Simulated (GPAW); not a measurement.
Runs of GPAW 26.7.0 on TaN. The structure is hexagonal, space group P-6m2 (No. 187). The conventional cell has a = 2.938 Å, b = 2.938 Å, c = 2.883 Å, α = 90.00°, β = 90.00°, γ = 120.00°. Ta (site symmetry -6m2) is surrounded by 6 N at 2.23 Å. N (site symmetry -6m2) has 6 Ta at 2.23 Å as nearest neighbours. 

| task | level | potentials or basis | cell | k mesh | cutoff (eV) | maxiter | band path | band points | convergence | gap on the mesh (eV) | pressure (GPa) |
| --- | --- | --- | --- | --- | --- | --- | --- | --- | --- | --- | --- |
| band structure | PBEsol | PAW data sets generated in the run's folder for this functional, pw | as given | 8 × 8 × 7 | 800 | 150 | GMKGALHA,LM,KH | 100 | - | - | -5.0 |
| single point | PBEsol | PAW data sets generated in the run's folder for this functional, pw | atoms moved at random, drawn with an rms of 0.05 Å | 10 × 10 × 9 | 800 | 150 | - | - | - | none | -3.4 |
| single point | PBE | GPAW PAW data sets (gpaw-data 1.2.1), pw | as given | 8 × 8 × 7 | 650 | 120 | - | - | default | none | (a) |
| band structure | LDA | the program's PAW data sets (release 1.2.1) made for this functional, pw | as given | 8 × 8 × 7 | 800 | 150 | GMKGALHA,LM,KH | 100 | - | - | -13.0 |
| single point | PBEsol | PAW data sets generated in the run's folder for this functional, pw | as given | 10 × 10 × 9 | 800 | 150 | - | - | - | none | -5.0 |

Alike in all rows: no spin polarisation; smearing fermi-dirac 0.05 eV.

Question: Estimate the missing entries.

Answer: (a) 1.5.

Caveats: spin-orbit coupling is left out, which moves the levels of the heavy elements (some runs); the cutoff is short for stress and forces, so pressures can be off by a GPa or more (some runs).

A k mesh can miss the band edges, and the runs leave out spin-orbit coupling on Ta.

A gap of «none» marks a metal or a gap under the smearing width.
